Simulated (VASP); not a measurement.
The system is C.

```
C
1.0
     2.46100    0.00000    0.00000
    -1.23050    2.13129    0.00000
     0.00000    0.00000    6.70800
C
4
Cartesian
  0.0000 0.0000 1.6770
  0.0000 1.4209 1.6770
  0.0000 0.0000 5.0310
  0.0000 1.4209 5.0310
```

The cell was built by a generator and needn't be a form met in nature.

Base run:

* Program: VASP 6.6.1
* Functional: PBE
* Dispersion: D3(BJ)
* Potentials or basis: VASP PAW PBE potentials, release 64 (C)
* Cutoff: 520 eV
* k mesh: 16 × 16 × 4
* Occupations: fermi-dirac, width 0.05 eV
* Spin: no spin polarisation

Its results: band gap on the k mesh 0.12 eV; pressure 2.5 GPa.

Q: The run is repeated on the same cell with these changes: dispersion from D3(BJ) to TS. What comes out?

A: Band gap on the k mesh 0.12 eV; pressure 0.3 GPa.

A k mesh can miss the band edges.
